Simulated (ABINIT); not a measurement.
# CdTe (F-43m) in ABINIT: a series of runs, part 2 of 2

ABINIT 10.8.3 (patched build).

## Step 3: Equation of state, PBE

run.abi

```
# Datasets: one volume each
ndtset 7
getwfk -1
scalecart1 3*0.9795861087
scalecart2 3*0.9864848297
scalecart3 3*0.9932883884
scalecart4 3*1.0000000000
scalecart5 3*1.0066227096
scalecart6 3*1.0131594038
scalecart7 3*1.0196128224

# Pseudopotentials
pp_dirpath "./"
pseudos "Te.GGA_PBE-JTH.xml, Cd.GGA_PBE-JTH.xml"

# Structure
acell 4.5325544674 4.5325544674 4.5325544674 Angstrom
rprim
     0.0000000000     0.7071067812     0.7071067812
     0.7071067812     0.0000000000     0.7071067812
     0.7071067812     0.7071067812     0.0000000000
ntypat 2
znucl 52 48
natom 2
typat 1 2
xred
     0.7500000000     0.7500000000     0.7500000000
     0.0000000000     0.0000000000     0.0000000000

# Plane-wave basis
ecut 462.593566 eV
pawecutdg 34.0

# k points
kptopt 1
ngkpt 7 7 7
nshiftk 1
shiftk 0.0 0.0 0.0

# Exchange and correlation
ixc 11

# Bands and occupations
nband 13
occopt 3
tsmear 0.05 eV

# SCF cycle
nstep 100
tolvrs 1.0e-9

# Output
iomode 3
prtwf 1
prtden 0
prteig 0
prtebands 0
```

Potentials or basis: JTH PAW PBE v2.0.

On the command line:

```console
> abinit run.abi > log 2>&1
```

Run time: 1.9 min. Hardware: 1 thread of Arm Neoverse V1, shared host; peak memory 0.16 GiB.

The run converged. Its results:

* Equilibrium volume: 36.29 Å³/atom (rough: see the caveat)
* Bulk modulus: 36 GPa (rough)

Energy against volume, from the lowest point:
| volume (Å³/atom) | energy (meV/atom) |
| --- | --- |
| 30.947 | 111.99 |
| 31.605 | 81.10 |
| 32.263 | 55.67 |
| 32.922 | 35.37 |
| 33.580 | 19.76 |
| 34.239 | 7.92 |
| 34.897 | 0.00 |

Caveat: the cutoff is too short for stress, so the log's stress isn't used; pressures at fixed basis lie under the slope of the energies; the minimum lies outside the volumes run. The run has no spin-orbit coupling, so splittings on Te are missing.

## Step 4: Band structure, LDA, spin-orbit coupling, no magnetisation

run.abi

```
# Datasets: ground state, then fixed potential
ndtset 2

# Pseudopotentials
pp_dirpath "./"
pseudos "Te.hgh, Cd.hgh"

# Structure
acell 3*1.0
rprim
     0.0000000000     6.0565722294     6.0565722294
     6.0565722294     0.0000000000     6.0565722294
     6.0565722294     6.0565722294     0.0000000000
ntypat 2
znucl 52 48
natom 2
typat 1 2
xcart
     4.8075000000     4.8075000000     4.8075000000
     0.0000000000     0.0000000000     0.0000000000 Angstrom

# Plane-wave basis
ecut 435.382180 eV

# Exchange and correlation
ixc 7

# Bands and occupations
occopt 3
tsmear 0.00183747

# Spin
nspinor 2
nspden 1
so_psp 2*1

# SCF cycle
nstep 100

# Output
iomode 3
prtwf 0
prteig 0
prtebands 0
enunit 1
prtden1 1

# Dataset 1
kptopt1 1
ngkpt1 7 7 7
nshiftk1 1
shiftk1 0.0 0.0 0.0
nband1 16
tolvrs1 1.0e-10

# Dataset 2: bands along G-X-W-K-G-L-U-W-L-K
iscf2 -2
getden2 1
nband2 24
nbdbuf2 2
tolwfr2 1.0e-12
kptopt2 -9
ndivsm2 6
prteig2 1
kptbounds2
     0.0000000000     0.0000000000     0.0000000000
     0.5000000000     0.0000000000     0.5000000000
     0.5000000000     0.2500000000     0.7500000000
     0.3750000000     0.3750000000     0.7500000000
     0.0000000000     0.0000000000     0.0000000000
     0.5000000000     0.5000000000     0.5000000000
     0.6250000000     0.2500000000     0.6250000000
     0.5000000000     0.2500000000     0.7500000000
     0.5000000000     0.5000000000     0.5000000000
     0.3750000000     0.3750000000     0.7500000000
```

Potentials or basis: HGH LDA.

On the command line:

```console
> abinit run.abi > log 2>&1
```

Run time: 2.7 min. Hardware: 1 thread of Arm Neoverse V1, shared host; peak memory 0.16 GiB.

Results (log left out):

```yaml
Free_energy: -253.8445 eV
Band_gap_on_the_k_mesh: 0.88 eV, direct
Valence_electrons_inside_the_program's_atomic_spheres: Te 2.18; Cd 0.39
```

Levels at the corners of the path, in eV from the valence-band top:
```csv
point,band 4,band 5,band 6,band 7,band 8,band 9,band 10,band 11,band 12,band 13
Γ,-0.95,0.00,0.00,0.00,0.00,0.88,0.88,4.34,4.34,4.70
X,-4.65,-2.28,-2.28,-1.93,-1.93,2.37,2.37,2.56,2.56,8.88
W,-4.30,-2.99,-2.50,-2.40,-2.40,4.19,4.53,4.64,4.66,5.52
K,-4.37,-3.06,-2.75,-1.80,-1.75,2.75,2.78,4.47,4.67,7.36
Γ,-0.95,0.00,0.00,0.00,0.00,0.88,0.88,4.34,4.34,4.70
L,-4.72,-1.34,-1.34,-0.75,-0.75,1.82,1.82,5.04,5.04,5.19
U,-4.37,-3.06,-2.75,-1.80,-1.75,2.75,2.78,4.47,4.67,7.36
W,-4.30,-2.99,-2.50,-2.40,-2.40,4.19,4.53,4.64,4.66,5.52
L,-4.72,-1.34,-1.34,-0.75,-0.75,1.82,1.82,5.04,5.04,5.19
K,-4.37,-3.06,-2.75,-1.80,-1.75,2.75,2.78,4.47,4.67,7.36
```

Caveat: the cutoff is too short for stress, so the log's stress isn't used; HGH potentials are hard and often keep d shells in the core, so these values are rough. As with any semilocal functional, this LDA gap is likely too small.

## Step 5: Equation of state, RPBE

run.abi

```
# Datasets: one volume each
ndtset 7
getwfk -1
scalecart1 3*0.9795861087
scalecart2 3*0.9864848297
scalecart3 3*0.9932883884
scalecart4 3*1.0000000000
scalecart5 3*1.0066227096
scalecart6 3*1.0131594038
scalecart7 3*1.0196128224

# Pseudopotentials
pp_dirpath "./"
pseudos "Te.GGA_PBE-JTH.xml, Cd.GGA_PBE-JTH.xml"

# Structure
acell 8.5652865883 8.5652865883 8.5652865883
rprim
     0.0000000000     0.7071067812     0.7071067812
     0.7071067812     0.0000000000     0.7071067812
     0.7071067812     0.7071067812     0.0000000000
ntypat 2
znucl 52 48
natom 2
typat 1 2
xred
     0.7500000000     0.7500000000     0.7500000000
     0.0000000000     0.0000000000     0.0000000000

# Plane-wave basis
ecut 17.0
pawecutdg 34.0

# k points
kptopt 1
ngkpt 7 7 7
nshiftk 1
shiftk 0.0 0.0 0.0

# Exchange and correlation
ixc 15

# Bands and occupations
nband 13
occopt 3
tsmear 0.00183747

# SCF cycle
nstep 100
tolvrs 1.0e-9

# Output
iomode 3
prtwf 1
prtden 0
prteig 0
prtebands 0
```

Potentials or basis: JTH PAW PBE v2.0.

On the command line:

```console
> abinit run.abi > log 2>&1
```

It took 1.9 min on 1 thread of Arm Neoverse V1, shared host; peak memory 0.16 GiB.

The run converged. Its results:

```
Equilibrium volume : 37.92 Å³/atom (rough: see the caveat)
Bulk modulus       : 31 GPa (rough)
```

Energy against volume, from the lowest point:
| volume (Å³/atom) | energy (meV/atom) |
| --- | --- |
| 30.947 | 154.69 |
| 31.605 | 116.18 |
| 32.263 | 83.35 |
| 32.922 | 55.85 |
| 33.580 | 33.22 |
| 34.239 | 14.56 |
| 34.897 | 0.00 |

Caveat: the cutoff is too short for stress, so the log's stress isn't used; pressures at fixed basis lie under the slope of the energies; the minimum lies outside the volumes run; the PAW data sets were made with another functional, which shifts forces and pressure a little. The run has no spin-orbit coupling, so splittings on Te are missing.

## Step 6: Band structure, TB-mBJ

run.abi

```
# Datasets: ground state, then fixed potential
ndtset 2

# Pseudopotentials
pp_dirpath "./"
pseudos "Te.hgh, Cd.hgh"

# Structure
acell 3*1.0 Angstrom
rprim
     0.0000000000     3.2050000000     3.2050000000
     3.2050000000     0.0000000000     3.2050000000
     3.2050000000     3.2050000000     0.0000000000
ntypat 2
znucl 52 48
natom 2
typat 1 2
xcart
     9.0848583441     9.0848583441     9.0848583441
     0.0000000000     0.0000000000     0.0000000000

# Plane-wave basis
ecut 517.016339 eV

# Exchange and correlation
ixc -208012
usekden 1

# Bands and occupations
occopt 3
tsmear 0.05 eV

# SCF cycle
nstep 100
diemix 0.3
optforces 0
optstress 0

# Output
iomode 3
prtwf 0
prteig 0
prtebands 0
enunit 1
prtden1 1
prtkden1 1

# Dataset 1
kptopt1 1
ngkpt1 7 7 7
nshiftk1 1
shiftk1 0.0 0.0 0.0
nband1 8
tolvrs1 1.0e-9

# Dataset 2: bands along G-X-W-K-G-L-U-W-L-K
iscf2 -2
getden2 1
getkden2 1
nband2 12
nbdbuf2 2
tolwfr2 1.0e-12
kptopt2 -9
ndivsm2 6
prteig2 1
prtvol2 -3
kptbounds2
     0.0000000000     0.0000000000     0.0000000000
     0.5000000000     0.0000000000     0.5000000000
     0.5000000000     0.2500000000     0.7500000000
     0.3750000000     0.3750000000     0.7500000000
     0.0000000000     0.0000000000     0.0000000000
     0.5000000000     0.5000000000     0.5000000000
     0.6250000000     0.2500000000     0.6250000000
     0.5000000000     0.2500000000     0.7500000000
     0.5000000000     0.5000000000     0.5000000000
     0.3750000000     0.3750000000     0.7500000000
```

Potentials or basis: HGH LDA.

On the command line:

```console
> abinit run.abi > log 2>&1
```

Wall time 2.9 min (1 thread of Arm Neoverse V1, shared host); peak memory 0.11 GiB.

It converged, with:

| Item | Value |
| --- | --- |
| Band gap on the k mesh | 2.33 eV, direct |
| Band gap along the path | 2.33 eV, direct |
| Valence electrons inside the program's atomic spheres | Te 2.17; Cd 0.33 |

Levels at the corners of the path, in eV from the valence-band top:
```tsv
point	band 1	band 2	band 3	band 4	band 5	band 6	band 7	band 8	band 9
Γ	-10.80	0.00	0.00	0.00	2.33	5.48	5.48	5.48	9.17
X	-9.74	-3.92	-1.65	-1.65	3.55	3.65	10.34	10.55	10.55
W	-9.72	-3.73	-2.15	-1.92	5.47	5.54	6.76	7.11	10.99
K	-9.75	-3.77	-2.32	-1.37	3.90	5.59	8.41	8.60	9.05
Γ	-10.80	0.00	0.00	0.00	2.33	5.48	5.48	5.48	9.17
L	-10.02	-4.00	-0.68	-0.68	3.06	6.04	6.04	8.48	10.25
U	-9.75	-3.77	-2.32	-1.37	3.90	5.59	8.41	8.60	9.05
W	-9.72	-3.73	-2.15	-1.92	5.47	5.54	6.76	7.11	10.99
L	-10.02	-4.00	-0.68	-0.68	3.06	6.04	6.04	8.48	10.25
K	-9.75	-3.77	-2.32	-1.37	3.90	5.59	8.41	8.60	9.05
```

Caveat: the constant c of TB-mBJ comes from the pseudo density here, which moves gaps by up to 0.3 eV between sets of potentials; the potentials were made for another functional, which shifts forces and pressure; spin-orbit coupling is left out, which moves the levels of the heavy elements; HGH potentials are hard and often keep d shells in the core, so these values are rough.

## Step 7: How close it comes

Step 2. Against the measured bulk modulus of CdTe, 42 GPa (powder; quoted in “Multiscale insight into the Cd1-xZnxTe vibrational-mechanical properties -- High-pressure experiments and ab initio calculations”, 2023, arxiv:2306.14539), the calculated 38 GPa is off by -9.9 %. The fit is for a static lattice scaled at fixed shape and fixed fractional positions.
